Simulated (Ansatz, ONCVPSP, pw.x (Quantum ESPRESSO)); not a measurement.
## Equation-of-state test of one ONCV potential (beryllium (Be))

* Element: Be (Z = 4)
* Generator: ONCVPSP 4.0.1.1 (patched build)
* Type: optimised norm-conserving Vanderbilt (ONCV)
* Functional: PBE
* Relativity: scalar-relativistic
* Frozen core: [He]
* Valence charge: 2
* Reference configuration: 2s1.75 (charge +0.25)
* Partial waves: 2s: rc 1.60 bohr, ncon 3, nbas 6, qcut 4.2 1/bohr, 2 projectors, debl 3.8 Ha; p scattering state at 0.41 Ha: rc 1.35 bohr, ncon 4, nbas 8, qcut 5.9 1/bohr, 2 projectors, debl 3.1 Ha; d scattering state at 0.12 Ha: rc 1.70 bohr, ncon 5, nbas 8, qcut 5.8 1/bohr, 2 projectors, debl 0.4 Ha
* Local potential: polynomial inside 1.05 bohr (lpopt 1, dvloc0 -1 Ha)
* Core correction: Teter function, fcfact 3.25, rcfact 1.55

Atomic tests: cutoffs needed: 6.3 Ha and 8.8 Ha (the cutoffs (Ha) at which the residual kinetic energy of the hardest occupied pseudo-wave falls to 1 and 0.1 mHa per electron) The cutoffs count occupied waves only; projector 2 of the p channel, the hardest unoccupied one, needs 24 Ha at the loose tolerance.; ghost test: no bound ghost flagged; GHOST(+) flagged for s at 199.8 eV; largest excitation error: +23 meV (all-electron minus pseudo) for 2s0 2p1, out of 4 test configurations.

Crystal test: fcc Be in pw.x 7.5, no spin, 18³ k-points, Fermi–Dirac smearing 0.01 Ry, cutoffs 50/200 Ry. The reference is all-electron LAPW (Ansatz 0.2.0) with the same functional, mesh and smearing; V0 and B0 come from Birch–Murnaghan fits to the pressures at five volumes. Errors are pseudo minus all-electron; Δ is the rms difference of the E(V) curves that follow from these fits, minima aligned, over ±6 % about the mean V0. Mesh and smearing are coarse, so the numbers serve the comparison and aren't converged zero-temperature values; the lattice is a test structure that the element need not adopt.

| V (Å³/atom) | P all-electron (GPa) | P pseudo (GPa) |
| --- | --- | --- |
| 7.518 | 6.22 | 4.88 |
| 7.716 | 2.75 | 1.45 |
| 7.914 | -0.36 | -1.61 |
| 8.112 | -3.15 | -4.36 |
| 8.310 | -5.65 | -6.82 |

All-electron: a0 = 3.160 Å (V0 = 7.89 Å³/atom), B0 = 119.0 GPa.

Pseudopotential: mean pressure error (GPa): -1.26; a0 (Å): 3.149; a0 error (%): -0.35; B0 error (%): +2.2; Δ (meV/atom): 2.2.

Q: At the middle volume, how do free energy and pressure move when the wave cutoff is lowered (ecutrho kept at four times it)?

A:

```
cutoff (Ry)  shift of F (meV/atom)  shift of P (GPa)
         22                  +59.4             -2.25
         30                  +15.0             -1.08
         40                   +0.4             -0.05
```

Input at the middle volume:

```
&control
  calculation='scf', prefix='x', pseudo_dir='./', outdir='./tmp', tstress=.true., disk_io='none'
/
&system
  ibrav=0, nat=1, ntyp=1, ecutwfc=50, ecutrho=200, nbnd=8,
  occupations='smearing', smearing='fd', degauss=0.01
/
&electrons
  conv_thr=1e-09, mixing_beta=0.4, electron_maxstep=70
/
ATOMIC_SPECIES
Be 1.0 Be.UPF
CELL_PARAMETERS angstrom
  0.00000000 1.58169236 1.58169236
  1.58169236 0.00000000 1.58169236
  1.58169236 1.58169236 0.00000000
ATOMIC_POSITIONS crystal
Be 0.0000 0.0000 0.0000
K_POINTS automatic
18 18 18 0 0 0
```

```bash
pw.x < Be.scf.in > Be.scf.out
```

Lines of the output:

```
Message from routine setup:
     using ibrav=0 with symmetry is DISCOURAGED, use correct ibrav instead
     lattice parameter (alat)  =       4.2270  a.u.
     unit-cell volume          =      53.4063 (a.u.)^3
     number of electrons       =         2.00
     number of Kohn-Sham states=            8
     kinetic-energy cutoff     =      50.0000  Ry
     charge density cutoff     =     200.0000  Ry
     scf convergence threshold =      1.0E-09
     Exchange-correlation= PBE
     number of k points=   195  Fermi-Dirac smearing, width (Ry)=  0.0100
     iteration #  1     ecut=    50.00 Ry     beta= 0.40
     total energy              =      -2.40479691 Ry
     estimated scf accuracy    <       0.00007083 Ry
     iteration #  2     ecut=    50.00 Ry     beta= 0.40
     total energy              =      -2.40487589 Ry
     estimated scf accuracy    <       0.00002636 Ry
     iteration #  3     ecut=    50.00 Ry     beta= 0.40
     total energy              =      -2.40487780 Ry
     estimated scf accuracy    <          9.4E-09 Ry
     iteration #  4     ecut=    50.00 Ry     beta= 0.40
     the Fermi energy is     8.5347 ev
!    total energy              =      -2.40487784 Ry
     estimated scf accuracy    <          5.7E-11 Ry
     smearing contrib. (-TS)   =      -0.00053142 Ry
     The total energy is F=E-TS. E is the sum of the following terms:
     one-electron contribution =       2.02228571 Ry
     hartree contribution      =       0.00129898 Ry
     xc contribution           =      -1.36007215 Ry
     ewald contribution        =      -3.06785895 Ry
     convergence has been achieved in   4 iterations
          total   stress  (Ry/bohr**3)                   (kbar)     P=      -16.15
     Message from routine punch:
     Nothing written, as per user request (disk_io='none')
```

The run at the middle volume (195 k-points, 4 iterations) took about 5.5 s on one core of a shared host (Neoverse-N1, 64 threads, 124 GiB, load 54).
